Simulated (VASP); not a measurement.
# H (I4/mmm) in VASP: notebook

The runs below take H through single point, with PBE.

All numbers are computed with VASP 6.6.1; they aren't measurements. Logs are shortened: lines on timing, memory, paths and dates and some standing lists are left out, and cuts for length are marked.

## Step 1: The crystal as given

It takes space group I4/mmm (No. 139, tetragonal). Conventional cell: a = 3.383 Å, b = 3.383 Å, c = 4.117 Å, α = 90.00°, β = 90.00°, γ = 90.00°. H (site symmetry 4mm) is surrounded by 1 H at 0.74 Å.

## Step 2: Single point, PBE

INCAR

```
SYSTEM = H
  PREC = Accurate
  ENCUT = 400
  EDIFF = 1E-6
  ISMEAR = 0
  SIGMA = 0.05
  LREAL = .FALSE.
  LASPH = .TRUE.
  NELM = 100
  ALGO = Normal
  ISIF = 2
  LWAVE = .FALSE.
  LCHARG = .FALSE.
  GGA = PE
  ADDGRID = .FALSE.
```

KPOINTS

```
Automatic mesh
0
G
  3 3 3
  0 0 0
```

POSCAR

```
H
1.0
   -1.6915344700      1.6915344700      2.0584739900
    1.6915344700     -1.6915344700      2.0584739900
    1.6915344700      1.6915344700     -2.0584739900
H
2
Direct
    0.0961830000      0.0949540000      0.0224580000
    0.9170920000      0.8909110000      0.0100700000
```

Potentials or basis: VASP PAW PBE potentials, release 64 (H).

Started as:

```console
> cat potpaw_PBE.64/H/POTCAR > POTCAR
> mpirun -np 1 vasp_std > vasp.out
```

OUTCAR:

```text
SYSTEM = H
   PREC = Accurate
   ENCUT = 400
   EDIFF = 1E-6
   ISMEAR = 0
   LREAL = .FALSE.
   LASPH = .TRUE.
   NELM = 100
   ISIF = 2
   GGA = PE

 Found     14 irreducible k-points:

 Following reciprocal coordinates:
            Coordinates               Weight
  0.000000  0.000000  0.000000      1.000000
  0.333333 -0.000000  0.000000      2.000000
 -0.000000  0.333333  0.000000      2.000000
 -0.000000  0.333333 -0.333333      2.000000
  0.333333 -0.000000 -0.333333      2.000000
  0.333333  0.333333  0.000000      2.000000
   k-points           NKPTS =     14   k-points in BZ     NKDIM =     14   number of bands    NBANDS=      5
   number of dos      NEDOS =    301   number of ions     NIONS =      2
   total plane-waves  NPLWV =  13824
   dimension x,y,z NGX =    24 NGY =   24 NGZ =   24
   dimension x,y,z NGXF=    48 NGYF=   48 NGZF=   48
   ions per type =               2
   NGX,Y,Z   is equivalent  to a cutoff of  12.64, 12.64, 12.64 a.u.
   NGXF,Y,Z  is equivalent  to a cutoff of  25.29, 25.29, 25.29 a.u.
 SYSTEM =  H
   PREC   = accura    normal or accurate (medium, high low for compatibility)
   ISTART =      0    job   : 0-new  1-cont  2-samecut
   ICHARG =      2    charge: 1-file 2-atom 10-const
   ISPIN  =      1    spin polarized calculation?
   LNONCOLLINEAR =      F non collinear calculations
   LSORBIT =      F    spin-orbit coupling
   LASPH  =      T    aspherical Exc in radial PAW
   ENCUT  =  400.0 eV  29.40 Ry    5.42 a.u.   5.15  5.15  5.15*2*pi/ulx,y,z
   NELM   =    100;   NELMIN=  2; NELMDL= -5     # of ELM steps
   EDIFF  = 0.1E-05   stopping-criterion for ELM
   LREAL  =      F    real-space projection
   EDIFFG = 0.1E-04   stopping-criterion for IOM
   NSW    =      0    number of steps for IOM
   IBRION =     -1    ionic relax: 0-MD 1-quasi-New 2-CG
   NFREE  =      0    steps in history (QN), initial steepest desc. (CG)
   ISIF   =      2    stress and relaxation
   ISYM   =      2    0-nonsym 1-usesym 2-fastsym
   POTIM  = 0.5000    time-step for ionic-motion
   TEBEG  =    0.0;   TEEND  =   0.0 temperature during run
   PSTRESS=    0.0 pullay stress
   NELECT =       2.0000    total number of electrons
   NUPDOWN=      -1.0000    fix difference up-down
   EMIN   =  10.00;   EMAX   =-10.00  energy-range for DOS
   EFERMI =   0.00;   METHOD = LEGACY
   ISMEAR =     0;   SIGMA  =   0.05  broadening in eV -4-tet -1-fermi 0-gaus
   EFERMI_NEDOS =   21; number of points for ismear=-14 and -15
   IALGO  =     38    algorithm
   IMIX   =      4    mixing-type and parameters
     AMIX     =   0.40;   BMIX     =  1.00
     AMIX_MAG =   1.60;   BMIX_MAG =  1.00
  volume/ion in A,a.u.               =      11.78        79.49
  Fermi-wavevector in a.u.,A,eV,Ry     =   0.719497  1.359653  7.043413  0.517676
  Thomas-Fermi vector in A             =   1.808708
   LORBIT       =      0    0 simple, 1 ext, 2 COOP (PROOUT), +10 PAW based schemes
   GGA     = PE    functional components
   LHFCALC =     F    Hartree Fock is set to
   AEXX    =    0.0000 exact exchange contribution
   IVDW    =     0    specifies the selected vdW correction
   LEPSILON=     F    determine dielectric tensor
   LRPA    =     F    only Hartree local field effects (RPA)
 non-spin polarized calculation
 Gauss-broadening in eV      SIGMA  =   0.05
  energy-cutoff  :      400.00
  volume of cell :       23.56
 maximum number of plane-waves:       430
 NGX is ok and might be reduce to    24
   NGX = 11   NGY = 11   NGZ = 11

 number of electron       2.0000000 magnetization

 Free energy of the ion-electron system (eV)
  ---------------------------------------------------
  ext. energy  EPLUGINS =         0.00000000
  ---------------------------------------------------
  free energy    TOTEN  =        -6.76972609 eV

  energy without entropy =       -6.76972609  energy(sigma->0) =       -6.76972609

 E-fermi :  -8.1242     XC(G=0):  -5.3810

 val. band max:       -8.4037989311   @ k =  -0.3333   0.3333   0.3333
 cond. band min:       1.6198712056   @ k =  -0.3333  -0.3333   0.3333
 fundamental gap:     10.0236701367
 Fermi energy:        -8.1242492625

 k-point     1 :       0.0000    0.0000    0.0000
  band No.  band energies     occupation
      1     -10.4371      2.00000
      2       5.5961      0.00000
      3       8.6376      0.00000
      4      15.3756      0.00000
      5      15.3870      0.00000

 k-point     2 :       0.3333   -0.0000    0.0000
  band No.  band energies     occupation
      1      -9.3212      2.00000
      2       1.8587      0.00000
      3       9.2591      0.00000
      4      10.6435      0.00000
      5      12.5957      0.00000

 k-point     3 :      -0.0000    0.3333    0.0000
  band No.  band energies     occupation
      1      -9.2948      2.00000
      2       1.6527      0.00000
      3       9.2509      0.00000
      4      11.0985      0.00000
      5      12.5305      0.00000

 k-point     4 :      -0.0000    0.3333   -0.3333
  band No.  band energies     occupation
      1      -9.3081      2.00000
      2       1.7555      0.00000
      3       9.2571      0.00000
      4      10.8546      0.00000
      5      12.5734      0.00000

 k-point     5 :       0.3333   -0.0000   -0.3333
  band No.  band energies     occupation
      1      -9.3335      2.00000
      2       1.9588      0.00000
      3       9.2551      0.00000
      4      10.4628      0.00000
      5      12.6064      0.00000

 k-point     6 :       0.3333    0.3333    0.0000
  band No.  band energies     occupation
      1      -8.5208      2.00000
      2       2.0247      0.00000
      3       4.2173      0.00000
      4       9.4036      0.00000
      5      11.3957      0.00000

 [... further k-points ...]

------------------------ aborting loop because EDIFF is reached ----------------------------------------

  FORCE on cell =-STRESS in cart. coord.  units (eV):
  Direction    XX          YY          ZZ          XY          YZ          ZX
  --------------------------------------------------------------------------------------
  -------------------------------------------------------------------------------------
  Total       -0.0771295     -0.0736670     -0.4748852      0.0008526      0.0124636     -0.0370184
  in kB       -5.2452240     -5.0097556    -32.2947683      0.0579800      0.8475933     -2.5174549
  external PRESSURE =     -14.1832493 kB  Pullay stress =       0.0000000 kB

 VOLUME and BASIS-vectors are now :
 -----------------------------------------------------------------------------
  energy-cutoff  :      400.00
  volume of cell :       23.56
      direct lattice vectors                 reciprocal lattice vectors
    -1.691534470  1.691534470  2.058473990     0.000000000  0.295589602  0.242898381
     1.691534470 -1.691534470  2.058473990     0.295589602  0.000000000  0.242898381
     1.691534470  1.691534470 -2.058473990     0.295589602  0.295589602  0.000000000

 POSITION                                       TOTAL-FORCE (eV/Angst)
 -----------------------------------------------------------------------------------
      0.03591      0.04007      0.34722        -0.045077      0.015190     -0.488996
     -0.02725      0.06132      3.70100         0.045077     -0.015190      0.488996
 -----------------------------------------------------------------------------------
    total drift:                                0.000001      0.000001      0.000002

  FREE ENERGIE OF THE ION-ELECTRON SYSTEM (eV)
  ---------------------------------------------------
  free  energy   TOTEN  =        -6.7697260887 eV

  energy  without entropy=       -6.7697260887  energy(sigma->0) =       -6.76972609
```

OSZICAR:

```text
N       E                     dE             d eps       ncg     rms          rms(c)
DAV:   1    -0.684842174060E+01   -0.68484E+01   -0.34759E+02   140   0.195E+02
DAV:   2    -0.728591392403E+01   -0.43749E+00   -0.43749E+00   180   0.172E+01
DAV:   3    -0.728696352157E+01   -0.10496E-02   -0.10496E-02   160   0.795E-01
DAV:   4    -0.728696551329E+01   -0.19917E-05   -0.19917E-05   160   0.361E-02
DAV:   5    -0.728696551783E+01   -0.45454E-08   -0.45453E-08   150   0.153E-03    0.425E+00
DAV:   6    -0.693387571845E+01    0.35309E+00   -0.18659E-01   140   0.203E+00    0.233E+00
DAV:   7    -0.676632032055E+01    0.16756E+00   -0.41196E-01   140   0.320E+00    0.262E-01
DAV:   8    -0.677052524369E+01   -0.42049E-02   -0.84878E-03   140   0.528E-01    0.161E-01
DAV:   9    -0.676971643094E+01    0.80881E-03   -0.20125E-03   140   0.245E-01    0.121E-02
DAV:  10    -0.676972212746E+01   -0.56965E-05   -0.32017E-05   150   0.456E-02    0.408E-03
DAV:  11    -0.676972601880E+01   -0.38913E-05   -0.39360E-06   140   0.160E-02    0.180E-03
DAV:  12    -0.676972608866E+01   -0.69858E-07   -0.72919E-08    95   0.208E-03
   1 F= -.67697261E+01 E0= -.67697261E+01  d E =-.104607E-15
```

Run time: 1.7 s. Hardware: 1 thread of Intel Xeon Platinum 8488C (Sapphire Rapids), shared host; peak memory 0.12 GiB.

The run converged, but some of its settings lie outside the range that counts as converged, so its numbers aren't taken as properties of the crystal.

What came out:

```yaml
Free_energy: -6.7697 eV
Pressure: -1.4 GPa
Largest_force: 0.491 eV/Å
Band_gap_on_the_k_mesh: 10.02 eV, indirect (least direct gap 10.28 eV)
```

Caveat: the k mesh is coarse (spacing up to 0.88 Å⁻¹), so the values aren't converged; an odd mesh through Γ misses points on the zone boundary, where band edges often lie.

## Step 3: Single point, PBE

Changes to INCAR since step 2:

```diff
@@ -2,3 +2,3 @@
   PREC = Accurate
-  ENCUT = 400
+  ENCUT = 250
   EDIFF = 1E-6
```

KPOINTS

```
Automatic mesh
0
G
  4 4 4
  0 0 0
```

POSCAR

```
H
1.0
   -1.6915344700      1.6915344700      2.0584739900
    1.6915344700     -1.6915344700      2.0584739900
    1.6915344700      1.6915344700     -2.0584739900
H
2
Direct
    0.0901377100      0.0901377100      0.0000000000
    0.9098622900      0.9098622900      0.0000000000
```

Potentials or basis: VASP PAW PBE potentials, release 64 (H).

Started as:

```console
> cat potpaw_PBE.64/H/POTCAR > POTCAR
> mpirun -np 1 vasp_std > vasp.out
```

Wall time 1.2 s (1 thread of Intel Xeon Platinum 8488C (Sapphire Rapids), shared host); peak memory 0.1 GiB.

These settings aren't checked as converged: the numbers below hold their error.

Results:

```
Free energy            : -6.7070 eV
Largest force          : 0.254 eV/Å
Band gap on the k mesh : 8.87 eV, indirect (least direct gap 9.68 eV)
```

Caveat: the k mesh is coarse (spacing up to 0.66 Å⁻¹), so the values aren't converged; the cutoff is under 1.25 times the usual one of these potentials, so pressure, stress and relaxed cells hold a basis-set (Pulay) error.

## Step 4: For comparison

An earlier run on the cell as given: functional PBE; potentials or basis VASP PAW PBE potentials, release 64 (H); cutoff 520 eV; k mesh 11 × 11 × 11; occupations fermi-dirac, width 0.05 eV; no spin polarisation.

* Pressure: 0.6 GPa
* Largest force: 0.264 eV/Å
* Band gap on the k mesh: 9.05 eV, indirect (least direct gap 9.84 eV)
